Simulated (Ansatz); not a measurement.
Input of an Ansatz 0.2.0 run:

input.yaml

```yaml
crystal:
  lattice:
    - [4.738, 0.0, 0.0]
    - [0.0, 4.738, 0.0]
    - [0.0, 0.0, 3.1865]
  atoms:
    - { symbol: Sn, position: [0.5, 0.5, 0.5] }
    - { symbol: Sn, position: [0.0, 0.0, 0.0] }
    - { symbol: O, position: [0.8071, 0.1929, 0.5] }
    - { symbol: O, position: [0.6929, 0.6929, 0.0] }
    - { symbol: O, position: [0.1929, 0.8071, 0.5] }
    - { symbol: O, position: [0.3071, 0.3071, 0.0] }
hamiltonian:
  xc: pbe
  pseudopotentials: { kind: paw }
kpoints:
  mp_grid: { grid: [6, 6, 8] }
scf:
  occupations: { method: fermi_dirac, width: 0.05 }
output:
  forces: true
  stress: true
  eigenvalues: true
relax:
  f_tol: 0.01
  max_steps: 40
  cell: { stress_tol: 0.05 }
```

Potentials or basis: Ansatz PAW.

The run is started by

```sh
$ ansatz run input.yaml --threads 2 --pin off --max-ram 5632MiB --backend cpu --events-out ev --progress --plain --runs-dir out
```

Problem. Predict the relaxed cell.

Solution. a = 4.827 Å, b = 4.827 Å, c = 3.238 Å, α = 90.00°, β = 90.00°, γ = 90.00°.

Problem. Estimate the relaxed volume.

Solution. 12.58 Å³/atom.

Problem. Estimate the space group after relaxing (to 0.05 Å).

Solution. P4_2/mnm (No. 136).

Final structure:
```cif
data_structure
_symmetry_space_group_name_H-M 'P 1'
_symmetry_Int_Tables_number 1
_cell_length_a 4.8270
_cell_length_b 4.8270
_cell_length_c 3.2383
_cell_angle_alpha 90.000
_cell_angle_beta 90.000
_cell_angle_gamma 90.000
_cell_volume 75.45
loop_
_atom_site_label
_atom_site_type_symbol
_atom_site_fract_x
_atom_site_fract_y
_atom_site_fract_z
_atom_site_occupancy
Sn1 Sn 0.50000 0.50000 0.50000 1
Sn2 Sn 0.00000 0.00000 0.00000 1
O1 O 0.80657 0.19343 0.50000 1
O2 O 0.69343 0.69343 0.00000 1
O3 O 0.19343 0.80657 0.50000 1
O4 O 0.30657 0.30657 0.00000 1
```

Caveat: the pressure holds a Pulay correction of +0.8 GPa for the finite cutoff; spin-orbit coupling is left out, which moves the levels of the heavy elements. Zero-point motion and thermal expansion aren't in these numbers.
